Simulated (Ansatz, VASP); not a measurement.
# Cross-check of Pt (Pt wire along [110], 14 atoms a period) between VASP and Ansatz

Aim: how closely do two programs agree when they are given the same cell, functional and k mesh? The structure shown is the start of the Ansatz relaxation below; VASP solves that cell, so the two are compared at the walk's first step.

Calculated with Ansatz 0.2.0; plane waves, with VASP 6.6.1 beside it; single point at PBE.

## (1) Starting point

The cell holds 14 atoms: 14 Pt. Cell: a = 14.740 Å, b = 15.222 Å, c = 2.807 Å, α = 90.0°, β = 90.0°, γ = 90.0°. Vacuum lies along a and b. The structure's axis is c.

## (2) Ansatz: relaxation, PBE

Ansatz runs on its default PAW (the set named soft_2) files.

The two programs are compared at the cell with which this relaxation starts, whose forces are those of its first step.

input.yaml

```yaml
crystal:
  lattice:
    - [14.74, 0.0, 0.0]
    - [0.0, 15.222, 0.0]
    - [0.0, 0.0, 2.8072139213]
  atoms:
    - { symbol: Pt, position: [0.365332429, 0.684406438, 0.0], spin: 0.48 }
    - { symbol: Pt, position: [0.365332429, 0.499988233, 0.0], spin: 0.48 }
    - { symbol: Pt, position: [0.634667571, 0.684406438, 0.0], spin: 0.48 }
    - { symbol: Pt, position: [0.634667571, 0.499988233, 0.0], spin: 0.48 }
    - { symbol: Pt, position: [0.230664858, 0.40777913, 0.5], spin: 0.48 }
    - { symbol: Pt, position: [0.230664858, 0.592197336, 0.5], spin: 0.48 }
    - { symbol: Pt, position: [0.5, 0.223360925, 0.5], spin: 0.48 }
    - { symbol: Pt, position: [0.5, 0.40777913, 0.5], spin: 0.48 }
    - { symbol: Pt, position: [0.5, 0.592197336, 0.5], spin: 0.48 }
    - { symbol: Pt, position: [0.5, 0.776615541, 0.5], spin: 0.48 }
    - { symbol: Pt, position: [0.769335142, 0.40777913, 0.5], spin: 0.48 }
    - { symbol: Pt, position: [0.769335142, 0.592197336, 0.5], spin: 0.48 }
    - { symbol: Pt, position: [0.365332429, 0.315570028, 0.0], spin: 0.48 }
    - { symbol: Pt, position: [0.634667571, 0.315570028, 0.0], spin: 0.48 }
magnetization:
  spin_polarized: true
kpoints:
  mp_grid: { grid: [1, 1, 29] }
scf:
  occupations: { method: fermi_dirac, width: 0.05 }
hamiltonian:
  xc: pbe
relax:
  cell: { fix: [a, b, alpha, beta, gamma] }
  max_steps: 60
```

On the command line:

```console
$ ansatz run input.yaml --threads 4 --pin off --max-ram 16384MiB --backend cpu --events-out ev --progress --plain --runs-dir out
```

Numbers of over 12 decimals in the logs are rounded to 6 here.

Log:

```text
Engine: ansatz 0.2.0, aarch64-unknown-linux-gnu
Pseudopotentials: kind: paw
Pseudopotential: Pt, paw, valence charge 18, recommended cutoff 420 eV (normal), Pt.paw.azcp
Functional definition: PBE
  parameter kappa = 0.804
  parameter beta = 0.066725
  exchange = pbe_x(kappa = kappa, mu = beta*pi^2/3)
  correlation = pbe_c(beta = beta)
Crystal: 14 atoms, lattice volume = 629.861 Å³
Basis set: ecut = 420 eV, 12363 PW (Γ), exchange–correlation on 200×216×40 points (8 copies of the dense FFT grid, shifted against one another)
Bands: 156, of which v1, the nominal top of the filled ones, is band 126 counted from 1 (125 counted from 0)
Symmetry: 8 space group operations
Space group: Pmmm (ITA 47), of the structure as read, at distance tolerance 8.6e-5 Å
Magnetic group: BNS 47.249 (UNI 347), of the structure as read, at distance tolerance 8.6e-5 Å
k-points: 15 of 29
Non-local potential: Pt, projectors of the file, l = 0: 3, l = 1: 2, l = 2: 2, l = 3: 1
PAW form: soft (Blöchl's): semilocal exchange-correlation on the pseudo side does not see the compensation charge
PAW one-centre angular grid: Pt, 590 points (default); XC on 64 Gauss nodes
Initial density: superposition of atomic densities (neutral atoms: chi_scale 0, normalization atom)
Starting moments: Σ|m| = 6.72 μB on 14 of 14 sites
Initial wavefunctions: pseudopotential atomic-orbital guess
Functional: x = pbe(κ = 0.804, μ = 0.219515), c = pbe(β = 0.066725)
SCF iter   1: F=—  HF=-175312.645711 eV  |F-HF|=—  |Δ(HF+E_count)|=         —  Δρ=2.13e-2 (↑1.99e-2 ↓2.13e-2)  dr2=1.07e1  dr2_m=5.40e-2  M=5.243 μB ∫|m|=5.270 μB  β_m=0.30  ethr=3.10e-3  ⟨swp⟩=6.7  Hψ=17553  notcnv=0  defer=201
Mixer restart at iter 1: flushing history
preconditioner: auto → LDOS  [metal: Δε(μ)=0.010 eV  Ē_g=7.065 eV  σ=0.050 eV  W_gap=0.05  n_scr=114 (ndim 8)  ℏωp=17.5 eV  f_vac=0.555  D(μ)=28.47/eV (n_scr^D=266)]
spin=Collinear: LDOS preconditioning applied to the charge; magnetization (m = ρ↑ − ρ↓) channel mixes plain (no charge-response kernel on spin).
SCF iter   2: F=—  HF=-175310.984270 eV  |F-HF|=—  |Δ(HF+E_count)|=    1.66e0  Δρ=1.21e-2 (↑1.10e-2 ↓1.21e-2)  dr2=2.82e0  dr2_m=3.45e-2  M=5.072 μB ∫|m|=5.137 μB  β_m=0.43  ethr=3.10e-3  ⟨swp⟩=2.0  Hψ=7732  notcnv=0  defer=502
SCF iter   3: F=—  HF=-175311.525901 eV  |F-HF|=—  |Δ(HF+E_count)|=   5.42e-1  Δρ=4.28e-3 (↑3.89e-3 ↓4.28e-3)  dr2=2.06e-1  dr2_m=1.27e-2  M=4.711 μB ∫|m|=4.845 μB  β_m=0.57  ethr=1.12e-3  ⟨swp⟩=2.0  Hψ=7148  notcnv=0  defer=502
SCF iter   4: F=—  HF=-175311.841763 eV  |F-HF|=—  |Δ(HF+E_count)|=         —  Δρ=6.59e-3 (↑6.59e-3 ↓6.09e-3)  dr2=2.52e-2  dr2_m=2.20e-1  M=2.240 μB ∫|m|=2.417 μB  β_m=1.00  ethr=8.16e-5  ⟨swp⟩=2.1  Hψ=7706  notcnv=0  defer=501  κ⁻¹=1.3e-2(r=2)
SCF iter   5: F=—  HF=-175311.824497 eV  |F-HF|=—  |Δ(HF+E_count)|=   1.73e-2  Δρ=1.80e-3 (↑1.80e-3 ↓1.29e-3)  dr2=2.38e-2  dr2_m=1.23e-2  M=1.682 μB ∫|m|=1.793 μB  β_m=0.57  ethr=1.98e-5  ⟨swp⟩=2.5  Hψ=8603  notcnv=0  defer=501
SCF iter   6: F=—  HF=-175311.823468 eV  |F-HF|=—  |Δ(HF+E_count)|=   1.03e-3  Δρ=1.25e-3 (↑1.25e-3 ↓1.25e-3)  dr2=3.90e-3  dr2_m=8.65e-3  M=1.457 μB ∫|m|=1.552 μB  β_m=0.67  ethr=9.45e-6  ⟨swp⟩=2.3  Hψ=8310  notcnv=0  defer=501
SCF iter   7: F=—  HF=-175311.824342 eV  |F-HF|=—  |Δ(HF+E_count)|=   8.73e-4  Δρ=1.02e-3 (↑1.02e-3 ↓1.02e-3)  dr2=2.43e-3  dr2_m=5.76e-3  M=1.227 μB ∫|m|=1.305 μB  β_m=0.23  ethr=1.55e-6  ⟨swp⟩=2.9  Hψ=9340  notcnv=0  defer=501
SCF iter   8: F=—  HF=-175311.824399 eV  |F-HF|=—  |Δ(HF+E_count)|=   5.76e-5  Δρ=8.10e-4 (↑8.10e-4 ↓7.99e-4)  dr2=1.17e-4  dr2_m=3.71e-3  M=1.024 μB ∫|m|=1.086 μB  β_m=0.39  ethr=9.64e-7  ⟨swp⟩=2.2  Hψ=7696  notcnv=0  defer=501
SCF iter   9: F=—  HF=-175311.825219 eV  |F-HF|=—  |Δ(HF+E_count)|=   8.20e-4  Δρ=4.35e-4 (↑4.19e-4 ↓4.35e-4)  dr2=4.48e-5  dr2_m=1.05e-3  M=0.557 μB ∫|m|=0.586 μB  β_m=0.63  ethr=4.64e-8  ⟨swp⟩=3.0  Hψ=10773  notcnv=0  defer=501
[...]
the starting moments were not kept: the SCF closed with an absolute magnetisation of 9.7e-5 μB, where they sum to 6.72 μB in size (14 sites). That is at most 0.1 of that sum. Measured as dr2_m measures the in/out step, that magnetisation stands 4.5e-10 eV from none, at or under the dr2_threshold of 3.4e-8 eV: it is no larger than a step whose dr2_m would equal this threshold.
SCF 6 converged in 9 iterations: F = -175313.005953 eV  dr2 = 6.37e-10
relax step   6: F+E_penalty+E_count = -175313.00595336 eV  Δ(F+E_penalty+E_count) = -6.152e-4 eV  max|allowed force component| = 3.886e-3 eV/Å  Δτ_max = 0.0077 Å  P = -0.013 GPa  Ω = 603.458 Å³  energy of the carried Pulay correction = +3.971e-3 eV  fix = [a, b, alpha, beta, gamma]  reactions: a -0.018, b -0.023 GPa  (9 SCF iters, dr2 threshold 3.42e-8 eV, accepted)
Basis set: ecut = 420 eV, 11871 PW (Γ), exchange–correlation on 200×216×36 points (8 copies of the dense FFT grid, shifted against one another)
Initial wavefunctions: pseudopotential atomic-orbital guess (no wavefunctions were taken with the density)
iter 1 solved again at ethr=9.80e-7 eV; its pass at ethr=3.10e-3 eV (dr2=2.47e-3 eV) is discarded
[...]
SCF iter   7: F=—  HF=-175313.000290 eV  |F-HF|=—  |Δ(HF+E_count)|=  5.82e-11  Δρ=8.85e-8 (↑8.06e-8 ↓8.85e-8)  dr2=3.21e-10  dr2_m=1.88e-12  M=0.000 μB ∫|m|=0.000 μB  β_m=0.63  ethr=1.36e-12  ⟨swp⟩=2.0  Hψ=6800  notcnv=0
SCF iter   8: F=—  HF=-175313.000290 eV  |F-HF|=—  |Δ(HF+E_count)|=  2.91e-11  Δρ=3.04e-8 (↑3.04e-8 ↓3.04e-8)  dr2=1.44e-11  dr2_m=6.21e-13  M=0.000 μB ∫|m|=0.000 μB  β_m=0.65  ethr=1.00e-12  ⟨swp⟩=1.4  Hψ=5029  notcnv=0
SCF iter   9: F=-175313.000290 eV  HF=-175313.000290 eV  |F-HF|=1.46e-10  |Δ(HF+E_count)|=    0.00e0  Δρ=1.22e-8 (↑1.02e-8 ↓1.22e-8)  dr2=2.65e-12  dr2_m=6.82e-14  M=0.000 μB ∫|m|=0.000 μB  ethr=1.00e-12  ⟨swp⟩=2.2  Hψ=11921  notcnv=0
the starting moments were not kept: the SCF closed with an absolute magnetisation of 3.6e-6 μB, where they sum to 6.72 μB in size (14 sites). That is at most 0.1 of that sum. Measured as dr2_m measures the in/out step, that magnetisation stands 6.2e-13 eV from none, at or under the dr2_threshold of 1.4e-10 eV: it is no larger than a step whose dr2_m would equal this threshold.
SCF 7 converged in 9 iterations: F = -175313.000290 eV  dr2 = 2.65e-12
relax step   7: F+E_penalty+E_count = -175313.00028959 eV  Δ(F+E_penalty+E_count) = +5.664e-3 eV  max|allowed force component| = 3.900e-3 eV/Å  Δτ_max = 0.0000 Å  P = -0.005 GPa  Ω = 603.458 Å³  fix = [a, b, alpha, beta, gamma]  reactions: a -0.012, b -0.020 GPa  stress off target by 1.76e-2 GPa on what of the cell is left free  SCF on the basis re-selected at this cell (its energy is not comparable with the rows above)  (9 SCF iters)
basis re-selected at this cell: Δ(F+E_penalty+E_count) = +5.664e-3 eV, ΔP = +0.008 GPa vs the last step (what re-selecting the basis moved, of the pressure what is left beyond the Pulay correction that the steps carried, after the strain that the cell walked since its last selection, with what the two solves' SCF thresholds leave and, on support functions, any second-order correction that the steps lacked; it is no measure of the basis error at this ecutwfc). The dense FFT grid was sized anew with the basis: this SCF ran on 100×108×18 points, the steps before it on 100×108×20, so part of this shift can come from that change (see relax.cell in the input reference). [rest of the remark cut]
SCF converged after 9 iterations
Magnetization: 0.0000 μB (126.0000 up, 126.0000 down)
Absolute magnetization: 0.0000 μB (∫|ρ↑−ρ↓|, with the PAW one-centre terms)
Spin contamination: 0.0000 ħ² per cell (⟨S²⟩ above its minimum at these occupations)
Per-site moments (μB) at R_I (Å): [(1.5155713962068635e-7, 1.109436), (4.472609268091248e-7, 1.109436), (1.5155713955813932e-7, 1.109436), (4.4726092687628366e-7, 1.109436), (1.9341771157610427e-7, 1.109436), (1.934177117437759e-7, 1.109436), (8.306655601500769e-8, 1.101803), (3.7695018242833654e-7, 1.101803), (3.7695018273498835e-7, 1.101803), (8.306655643177419e-8, 1.101803), (1.9341771150184534e-7, 1.109436), (1.934177115481324e-7, 1.109436), (1.5155713935503673e-7, 1.109436), (1.515571392332054e-7, 1.109436)]
Free energy (F): -175313.000290 eV
Harris-Foulkes:  -175313.000290 eV  (|F-HF|=1.46e-10)
Internal energy: -175312.817137 eV  (E = F + TS)
E sigma→0 (E₀):  -175312.908713 eV
Entropy (-TS):   -0.183152 eV (-13.082 meV/atom)
Fermi energy:    4.528461 eV
--- Per-component energies (eV) ---
  E_band       = -6422.988232
  E_kinetic    = 8919.350757
  E_local      = -176087.558763  (includes V_loc(G=0)·N_el)
  E_nonlocal   = 2805.417665
  E_hartree    = 83104.002597
  E_xc         = -3652.749230
  E_vxc        = -4222.180139  (∫ρ·V_xc dr)
  E_paw        = -132359.662547  (= ΣΔE_a)
  E_vpaw       = -4046.025280  (= ΣTr[D̂ρ^β])
  E_aug_tail   = 0.002609  (compensation charges beyond the density's cutoff)
  E_ewald      = 41958.379775
  E_smearing   = -0.183152  (= −TS)
  E_closure    = -0.000000  (closes the sum)
  Σ components = -175313.000290   (vs F -175313.000290, Δ=0.00e0)
--- Forces (eV/Å), atoms counted from 1 ---
  atom   1  Pt    -0.00035398     0.00066568     0.00000000
  atom   2  Pt    -0.00390015     0.00000000     0.00000000
  atom   3  Pt     0.00035398     0.00066568     0.00000000
  atom   4  Pt     0.00390015     0.00000000     0.00000000
  atom   5  Pt    -0.00271445     0.00010566     0.00000000
  atom   6  Pt    -0.00271445    -0.00010566     0.00000000
  atom   7  Pt     0.00000000    -0.00183783     0.00000000
  atom   8  Pt     0.00000000     0.00027546     0.00000000
  atom   9  Pt     0.00000000    -0.00027546     0.00000000
  atom  10  Pt     0.00000000     0.00183783     0.00000000
  atom  11  Pt     0.00271445     0.00010566     0.00000000
  atom  12  Pt     0.00271445    -0.00010566     0.00000000
  atom  13  Pt    -0.00035398    -0.00066568     0.00000000
  atom  14  Pt     0.00035398    -0.00066568     0.00000000
  max |Σ_I F_I| component: 1.08e-19 eV/Å
--- Stress (GPa, compression-positive) ---
       -0.012423       0.000000       0.000000
        0.000000      -0.020312       0.000000
        0.000000       0.000000       0.017607
  P = ⅓ Tr σ = -0.0050 GPa (-0.050 kbar)
--- Relaxed structure (6 steps of the walk, 6 accepted, 1 SCFs on fresh bases) ---
  F+E_penalty+E_count = -175313.00028959 eV   max|allowed force component| = 3.900e-3 eV/Å   (the final SCF, on the basis selected at the relaxed cell)
  cell:  # Å, volume = 603.4584 Å³
    - [14.74, 0.0, 0.0]
    - [0.0, 15.222, 0.0]
    - [0.0, 0.0, 2.689541]
  atoms:
    - { symbol: Pt, position: [0.359477, 0.693704, 0.0] }
    - { symbol: Pt, position: [0.366156, 0.499988, 0.0] }
    - { symbol: Pt, position: [0.640523, 0.693704, 0.0] }
    - { symbol: Pt, position: [0.633844, 0.499988, 0.0] }
    - { symbol: Pt, position: [0.238981, 0.406959, 0.500000] }
    - { symbol: Pt, position: [0.238981, 0.593017, 0.500000] }
    - { symbol: Pt, position: [0.5, 0.234511, 0.500000] }
    - { symbol: Pt, position: [0.5, 0.409983, 0.500000] }
    - { symbol: Pt, position: [0.5, 0.589994, 0.500000] }
    - { symbol: Pt, position: [0.5, 0.765466, 0.500000] }
    - { symbol: Pt, position: [0.761019, 0.406959, 0.500000] }
    - { symbol: Pt, position: [0.761019, 0.593017, 0.500000] }
    - { symbol: Pt, position: [0.359477, 0.306272, 0.0] }
    - { symbol: Pt, position: [0.640523, 0.306272, 0.0] }
```

(Continued in part 2 of 2.)

[Lines on the potential files, build, host, timing and source positions are cut from VASP's logs without a mark.]

[Logs are printed without paths, hosts, clocks, repeated set-up lines and the standing remarks that a program may print on its own settings, such as how far it seeks lower states.]

[Hosts, paths, dates, database ids (printed as entryN), source tags and the programs' standing remarks are cut or masked in the printed files.]
